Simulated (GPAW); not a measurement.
Write an ASE script for GPAW 26.7.0 that does the following.

```yaml
Task: relaxation of cell and atoms
Functional: BLYP
Potentials_or_basis: PAW data sets generated in the run's folder for this functional
Cutoff: 600 eV
Basis: pw
k_mesh: 12 × 12 × 12
Occupations: fermi-dirac, width 0.05 eV
Spin: no spin polarisation
Eigensolver: davidson
Maxiter: 150
Optimizer: FIRE
Fmax: 0.05 eV/Å
Max_steps: 40
Convergence: density=1e-05 forces=0.0001
```

The system is W.

```
W
1.0
    -1.58234    1.58234    1.58234
     1.58234   -1.58234    1.58234
     1.58234    1.58234   -1.58234
W
1
Direct
  0.00000 0.00000 0.00000
```

One way to write it, as run:

run.py

```python
from ase import Atoms
from ase.filters import FrechetCellFilter
from ase.io import write
from ase.optimize import FIRE
from gpaw import GPAW, PW, setup_paths

setup_paths.insert(0, '.')

atoms = Atoms(['W'],
              cell=[[-1.582345, 1.582345, 1.582345],
                    [1.582345, -1.582345, 1.582345],
                    [1.582345, 1.582345, -1.582345]],
              scaled_positions=[[0.0, 0.0, 0.0]],
              pbc=True)

calc = GPAW(mode=PW(600),
            xc='BLYP',
            kpts={'size': (12, 12, 12), 'gamma': True},
            occupations={'name': 'fermi-dirac', 'width': 0.05},
            nbands=16,
            convergence={'density': 1e-05, 'forces': 0.0001},
            eigensolver='davidson',
            maxiter=150,
            txt='gpaw.txt')
atoms.calc = calc
opt = FIRE(FrechetCellFilter(atoms), trajectory='relax.traj', logfile='-')
done = opt.run(fmax=0.05, steps=40)
calc.write('gs.gpw')
write('result.traj', atoms)
print('Converged:', done)
print('Cell:', atoms.cell.cellpar().round(4))
print('Volume:', round(atoms.get_volume(), 4))
print(atoms.get_scaled_positions().round(5))
```

Potentials or basis: PAW data sets generated in the run's folder for this functional, pw.

Run with:

```console
$ gpaw-setup -f BLYP W
$ OMP_NUM_THREADS=1 python run.py
```

Results of the run:

| Quantity | Value |
| --- | --- |
| Relaxed volume | 16.60 Å³/atom |
| Relaxed cell | a = 2.783 Å, b = 2.783 Å, c = 2.783 Å, α = 109.47°, β = 109.47°, γ = 109.47° |
| Space group after relaxing (to 0.05 Å) | Im-3m (No. 229) |
| Energy gained by relaxing | 32.9 meV/atom |
| Ionic steps | 6 |
| Pressure after relaxing | 0.3 GPa |
| Band gap on the k mesh | none (metal or under the smearing width) |

Caveat: later steps reuse the first step's grids.

It took 38 s on 1 thread of Arm Neoverse V2 (shared host), peak memory 0.2 GiB.
